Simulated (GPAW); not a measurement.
# Li (P6_3/mmc) in GPAW: convergence with smearing width (eV)

Aim: find how far smearing width (eV) must go before the results for Li settle, at RPBE. This setting moves, with any that are tied to it; all else stays.

Everything below comes from runs of GPAW 26.7.0. Logs are shortened: lines on timing, memory, paths and dates and some standing lists are left out, and cuts for length are marked. The log counts tension as positive stress, the text compression.

**1. The crystal as given**

Symmetry: P6_3/mmc, No. 194, hexagonal system. The conventional cell has a = 3.111 Å, b = 3.111 Å, c = 5.093 Å, α = 90.00°, β = 90.00°, γ = 120.00°. Li (site symmetry -6m2) has 12 Li at 3.11 to 3.12 Å as nearest neighbours.

This isn't the form of Li at room conditions, which is bcc.

**2. With smearing width (eV) 0.5**

Input file run.py:

```python
from ase.dft.bandgap import bandgap
from ase.io import read, write
from ase.units import GPa
from gpaw import GPAW, PW

atoms = read('Li.xyz')

calc = GPAW(mode=PW(800),
            xc='RPBE',
            kpts={'size': (7, 7, 4), 'gamma': True},
            occupations={'name': 'methfessel-paxton', 'width': 0.5, 'order': 1},
            nbands=8,
            convergence={'density': 1e-05, 'energy': 1e-05},
            maxiter=100,
            txt='gpaw.txt')
atoms.calc = calc
energy = atoms.get_potential_energy()
forces = atoms.get_forces()
stress = atoms.get_stress()
calc.write('gs.gpw')
write('result.traj', atoms)
print(f'Energy: {energy:.6f} eV')
print('Forces (eV/A):')
print(forces.round(4))
print('Stress (GPa):', (stress / GPa).round(3))
print('Fermi level:', round(calc.get_fermi_level(), 4), 'eV')
print(f'Gap: {bandgap(calc)[0]:.4f} eV, direct: {bandgap(calc, direct=True)[0]:.4f} eV')
```

Input file Li.xyz:

```xyz
2
Lattice="3.1110000000 0.0000000000 0.0000000000 -1.5555000000 2.6942050312 0.0000000000 0.0000000000 0.0000000000 5.0930000000" Properties=species:S:1:pos:R:3 pbc="T T T"
Li     1.5555000002      0.8980683436      3.8197500000
Li    -0.0000000002      1.7961366876      1.2732500000
```

Potentials or basis: the program's PAW data sets (release 1.2.1) made for this functional, pw.

On the command line:

```console
$ OMP_NUM_THREADS=1 python run.py
```

gpaw.txt:

```text
__  _  _
 | _ |_)|_||  |
 |__||  | ||/\| - 26.7.0

Input parameters:
  mode=PW(ecut=800.0),
  convergence={'density': 1e-05, 'energy': 1e-05},
  kpts=MonkhorstPack(size=(7, 7, 4), gamma=True),
  maxiter=100,
  nbands=8,
  occupations=Occupations(name='methfessel-paxton', width=0.5, order=1),
  xc=XC(name='RPBE')

Diagonalizing LCAO Hamiltonian
Converting LCAO to pw mode

           Li

        Li

Atoms  # Å, Bohr magnetons
|   | symbol |         x |        y |        z |    initial magnetic moments |
|---|--------|-----------|----------|----------|-----------------------------|
| 0 |     Li |  1.555500 | 0.898068 | 3.819750 | ( 0.0000,  0.0000,  0.0000) |
| 1 |     Li | -0.000000 | 1.796137 | 1.273250 | ( 0.0000,  0.0000,  0.0000) |

Unit cell  # Å
| periodic |         x |        y |        z |  lengths |     angles |
|----------|-----------|----------|----------|----------|------------|
|      yes |  3.111000 | 0.000000 | 0.000000 | 3.111000 |  90.000000 |
|      yes | -1.555500 | 2.694205 | 0.000000 | 3.111000 |  90.000000 |
|      yes |  0.000000 | 0.000000 | 5.093000 | 5.093000 | 120.000000 |

Number of symmetries: 12
Symmetry operations  # r_c * U_cc + t_c -> r_c
|    | kind |            matrix            |
|----|------|------------------------------|
|  0 |  σ   |  1, 1, 0,  0,-1, 0,  0, 0, 1 |
|  1 |  S6  |  1, 1, 0, -1, 0, 0,  0, 0,-1 |
|  2 |  E   |  1, 0, 0,  0, 1, 0,  0, 0, 1 |
|  3 |  C2  |  1, 0, 0, -1,-1, 0,  0, 0,-1 |
|  4 |  C2  |  0, 1, 0,  1, 0, 0,  0, 0,-1 |
|  5 |  C3  |  0, 1, 0, -1,-1, 0,  0, 0, 1 |
|  6 |  S6  |  0,-1, 0,  1, 1, 0,  0, 0,-1 |
|  7 |  σ   |  0,-1, 0, -1, 0, 0,  0, 0, 1 |
|  8 |  σ   | -1, 0, 0,  1, 1, 0,  0, 0, 1 |
|  9 |  i   | -1, 0, 0,  0,-1, 0,  0, 0,-1 |
| 10 |  C3  | -1,-1, 0,  1, 0, 0,  0, 0, 1 |
| 11 |  C2  | -1,-1, 0,  0, 1, 0,  0, 0,-1 |

BZ-sampling:
  Number of BZ points: 196
  Number of IBZ points: 28

  Monkhorst-Pack size: [7, 7, 4]
  Monkhorst-Pack shift: [0.0, 0.0, 0.125]

K-points  # in reciprocal-cell coordinates
|     |                                coordinates |     weight |
|-----|--------------------------------------------|------------|
|   0 | (  0.00000000,   0.00000000,   0.00000000) | 0.00510204 |
|   1 | (  0.00000000,   0.00000000,   0.25000000) | 0.01020408 |
|   2 | (  0.00000000,   0.00000000,   0.50000000) | 0.00510204 |
|   3 | (  0.14285714,   0.00000000,  -0.25000000) | 0.03061224 |
|   4 | (  0.14285714,   0.00000000,   0.00000000) | 0.03061224 |
|   5 | (  0.14285714,   0.00000000,   0.25000000) | 0.03061224 |
|   6 | (  0.14285714,   0.00000000,   0.50000000) | 0.03061224 |
|   7 | (  0.28571429,  -0.14285714,   0.00000000) | 0.03061224 |
|   8 | (  0.28571429,  -0.14285714,   0.25000000) | 0.06122449 |
|   9 | (  0.28571429,  -0.14285714,   0.50000000) | 0.03061224 |
| ... |                                            |            |
|  27 | (  0.42857143,   0.42857143,   0.50000000) | 0.03061224 |

Plane wave coefficients: 2206
Cutoff: 800.0 eV

Spin-components: 1 (collinear spins)
Bands:           8
Projectors:      6
Spin-degeneracy: 2
Datatype:        complex128

Parallelization:
  kpt:    1
  domain: 1
  band:   1

Density:
  Valence electrons: 2.0
  Components: 1
  Grid points: [21 21 35]
  Charge: 0.0  # |e|

Potential:
  Grid points: [21 21 35]

species:
  Li:
    name:    Lithium
    Z:       3.0
    valence: 1
    core:    2
    charge:  0.0  # [|e|]
    compensation charges:
      type: gauss
      rc: 0.33  # [Å]
      lmax: 2
    cutoffs:
      filter: 1.91  # [Å]
      core: 2.55  # [Å]
    projectors
    | kind |    occ | energy [eV] | rcut [Å] |
    |------|--------|-------------|----------|
    |   2s |  1.000 |      -2.901 |    1.058 |
    |   2p |  0.000 |      -1.114 |    1.058 |
    |    s |        |      24.311 |    1.058 |

    Using partial waves for Li as LCAO basis

Reference energy: -407.299046  # eV

eigensolver:
  PPCG
  Converge bands: occupied
  niter=2

density mixing:
  MSR1-Mixer
  Pratt-step length: 0.05
  Maximum mixing coefficient: 0.75
  Old densities: 10
  SVD Regularization: 0.005
  Good broyden scale: 1.0
  Trust region scale: 1.0
  Backstep threshold: 4.0
  History deletion threshold: 6.0
  Fourier metric: weight=20.0, sigma=0.015

occupation numbers:
  Methfessel-Paxton:
    width: 0.5000  # eV
    order: 1

poisson solver:
  ecut: 6400.0  # eV

xc functional:
  name: RPBE with 2 nearest neighbor stencil

convergence criteria:
- Maximum integral of absolute [dens]ity change: 1e-05 electrons / valence electron
- Maximum [total energy] change in last 3 cyles: 1e-05 eV / valence electron
- Maximum integral of absolute [eigenst]ate change: 4e-08 eV^2 / valence electron
maximum number of iterations: 100

SCF iterations
|iter     | |      energy | eigst |  dens |
|---------|-|-------------|-------|-------|
|iter:   1| |   -3.641151 | -0.21 |       |
|iter:   2| |   -3.634777 | -2.78 | -1.31 |
|iter:   3| |   -3.596062 | -2.91 | -1.32 |
|iter:   4| |   -3.595179 | -3.84 | -1.77 |
|iter:   5| |   -3.595251 | -4.50 | -2.30 |
|iter:   6| |   -3.595237 | -5.31 | -2.71 |
|iter:   7| |   -3.595237c| -8.11c| -3.87 |
|iter:   8| |   -3.595237c| -8.18c| -4.80 |
|iter:   9| |   -3.595237c| -8.64c| -5.57c|

Converged in 9 steps
Energy contributions relative to reference atoms: (reference = -407.299046)

Energy contributions:
  Kinetic:           3.086349
  Coulomb:          -2.753058
  Zero:             -0.013571
  External:          0.000000
  Xc:               -3.909254
  Entropy:          -0.008555
  Spinorbit:         0.000000
  ----------------------------
  Free energy:      -3.598089
  Extrapolated:     -3.595237

dipole moment: (0.000002, 0.000004, 0.000008)  # |e|*Ang

Fermi level: 0.302
Eigenvalues  # (at kpt = [0.000, 0.000, 0.000])
| band index |      eig [eV] | occ [0-2] |
|------------|---------------|-----------|
|          0 |        -3.239 |     2.000 |
|          1 |         0.275 |     1.091 |
|          2 |         3.015 |    -0.000 |
|          3 |        12.519 |    -0.000 |
|          4 |        12.519 |    -0.000 |
|          5 |        13.884 |    -0.000 |
|          6 |        13.884 |    -0.000 |
|          7 |        14.468 |     0.000 |

No gap
No difference between direct/indirect transitions

Forces  # eV/Ang
|        x |        y |        z |
|----------|----------|----------|
| -0.00000 |  0.00000 | -0.00000 |  # Li   0
| -0.00000 | -0.00000 |  0.00000 |  # Li   1

Stress tensor  # eV/Ang^3
|        x |        y |         z |
|----------|----------|-----------|
| 0.002243 | 0.000000 |  0.000000 |
| 0.000000 | 0.002243 |  0.000000 |
| 0.000000 | 0.000000 | -0.001367 |

# Writing to gs.gpw (mode='')
```

stdout:

```text
Energy: -3.595237 eV
Forces (eV/A):
[[-0.  0. -0.]
 [-0. -0.  0.]]
Stress (GPa): [ 0.359  0.359 -0.219  0.     0.     0.   ]
Fermi level: 0.302 eV
Gap: 0.0000 eV, direct: 0.0000 eV
```

It took 8.5 s on 1 thread of Arm Neoverse V1, shared host; peak memory 0.15 GiB.

Results:

| Property | Result |
| --- | --- |
| Free energy | -3.5981 eV |
| Pressure | -0.2 GPa |
| Band gap on the k mesh | none (metal or under the smearing width) |

**3. With smearing width (eV) 0.3**

Changes to run.py since step 2:

```diff
@@ -10,3 +10,3 @@
             kpts={'size': (7, 7, 4), 'gamma': True},
-            occupations={'name': 'methfessel-paxton', 'width': 0.5, 'order': 1},
+            occupations={'name': 'methfessel-paxton', 'width': 0.3, 'order': 1},
             nbands=8,
```

Li.xyz is that of step 2.

Potentials or basis: the program's PAW data sets (release 1.2.1) made for this functional, pw.

On the command line:

```console
$ OMP_NUM_THREADS=1 python run.py
```

Wall time 8.2 s (1 thread of Arm Neoverse V1, shared host); peak memory 0.15 GiB.

Results:

| Quantity | Value |
| --- | --- |
| Free energy | -3.5973 eV |
| Pressure | -0.2 GPa |
| Band gap on the k mesh | none (metal or under the smearing width) |

**4. With smearing width (eV) 0.2**

Changes to run.py since step 3:

```diff
@@ -10,3 +10,3 @@
             kpts={'size': (7, 7, 4), 'gamma': True},
-            occupations={'name': 'methfessel-paxton', 'width': 0.3, 'order': 1},
+            occupations={'name': 'methfessel-paxton', 'width': 0.2, 'order': 1},
             nbands=8,
```

Li.xyz is that of step 3.

On the command line:

```console
$ OMP_NUM_THREADS=1 python run.py
```

It took 8.1 s on 1 thread of Arm Neoverse V1, shared host; peak memory 0.15 GiB.

The run converged. Its results:

```
Free energy            : -3.5994 eV
Pressure               : -0.2 GPa
Band gap on the k mesh : none (metal or under the smearing width)
```

**5. With smearing width (eV) 0.15**

Changes to run.py since step 4:

```diff
@@ -10,3 +10,3 @@
             kpts={'size': (7, 7, 4), 'gamma': True},
-            occupations={'name': 'methfessel-paxton', 'width': 0.2, 'order': 1},
+            occupations={'name': 'methfessel-paxton', 'width': 0.15, 'order': 1},
             nbands=8,
```

Li.xyz is that of step 4.

On the command line:

```console
$ OMP_NUM_THREADS=1 python run.py
```

It took 7.9 s on 1 thread of Arm Neoverse V1, shared host; peak memory 0.15 GiB.

It converged, with:

```yaml
Free_energy: -3.6000 eV
Pressure: -0.2 GPa
Band_gap_on_the_k_mesh: none (metal or under the smearing width)
```

**6. With smearing width (eV) 0.1**

Changes to run.py since step 5:

```diff
@@ -10,3 +10,3 @@
             kpts={'size': (7, 7, 4), 'gamma': True},
-            occupations={'name': 'methfessel-paxton', 'width': 0.15, 'order': 1},
+            occupations={'name': 'methfessel-paxton', 'width': 0.1, 'order': 1},
             nbands=8,
```

Li.xyz is that of step 5.

Potentials or basis: the program's PAW data sets (release 1.2.1) made for this functional, pw.

On the command line:

```console
$ OMP_NUM_THREADS=1 python run.py
```

It took 7.7 s on 1 thread of Arm Neoverse V1, shared host; peak memory 0.15 GiB.

The run converged. Its results:

```
Free energy            : -3.6000 eV
Pressure               : -0.2 GPa
Band gap on the k mesh : none (metal or under the smearing width)
```

**7. With smearing width (eV) 0.05**

Changes to run.py since step 6:

```diff
@@ -10,3 +10,3 @@
             kpts={'size': (7, 7, 4), 'gamma': True},
-            occupations={'name': 'methfessel-paxton', 'width': 0.1, 'order': 1},
+            occupations={'name': 'methfessel-paxton', 'width': 0.05, 'order': 1},
             nbands=8,
```

Li.xyz is that of step 6.

On the command line:

```console
$ OMP_NUM_THREADS=1 python run.py
```

Run time: 7.6 s. Hardware: 1 thread of Arm Neoverse V1, shared host; peak memory 0.15 GiB.

The run converged. Its results:

```yaml
Free_energy: -3.5997 eV
Pressure: -0.2 GPa
Band_gap_on_the_k_mesh: none (metal or under the smearing width)
```

**8. With smearing width (eV) 0.025**

Changes to run.py since step 7:

```diff
@@ -10,3 +10,3 @@
             kpts={'size': (7, 7, 4), 'gamma': True},
-            occupations={'name': 'methfessel-paxton', 'width': 0.05, 'order': 1},
+            occupations={'name': 'methfessel-paxton', 'width': 0.025, 'order': 1},
             nbands=8,
```

Li.xyz is that of step 7.

On the command line:

```console
$ OMP_NUM_THREADS=1 python run.py
```

It took 7.4 s on 1 thread of Arm Neoverse V1, shared host; peak memory 0.15 GiB.

The run converged. Its results:

```
Free energy            : -3.5994 eV
Pressure               : -0.2 GPa
Band gap on the k mesh : none (metal or under the smearing width)
```

**9. With smearing width (eV) 0.01**

Changes to run.py since step 8:

```diff
@@ -10,3 +10,3 @@
             kpts={'size': (7, 7, 4), 'gamma': True},
-            occupations={'name': 'methfessel-paxton', 'width': 0.025, 'order': 1},
+            occupations={'name': 'methfessel-paxton', 'width': 0.01, 'order': 1},
             nbands=8,
```

Li.xyz is that of step 8.

Potentials or basis: the program's PAW data sets (release 1.2.1) made for this functional, pw.

On the command line:

```console
$ OMP_NUM_THREADS=1 python run.py
```

Wall time 7.5 s (1 thread of Arm Neoverse V1, shared host); peak memory 0.15 GiB.

It converged, with:

| Property | Result |
| --- | --- |
| Free energy | -3.5992 eV |
| Pressure | -0.2 GPa |
| Band gap on the k mesh | none (metal or under the smearing width) |

**10. Summary**

```
smearing width (eV)  energy less the tightest run, at zero smearing (meV/atom)  SCF cycles  CPU time (s)  peak memory (GiB)
                0.5                                                       1.97           9           8.5               0.15
                0.3                                                       0.22           9           8.2               0.15
                0.2                                                      -0.79           9           8.1               0.15
               0.15                                                      -0.50           9           7.9               0.15
                0.1                                                      -0.41           9           7.7               0.15
               0.05                                                      -0.17           9           7.6               0.15
              0.025                                                      -0.06           9           7.4               0.15
               0.01                                                       0.00           9           7.5               0.15
```

Against the tightest run, the energy stays within 1 meV/atom from 0.3 on. Narrower smearing needs a denser k mesh, so at a fixed mesh the narrowest width isn't the most accurate. The tightest run that finished is the yardstick and may itself not be fully converged.

Caveats: this smearing can pin the Fermi level at a band edge.
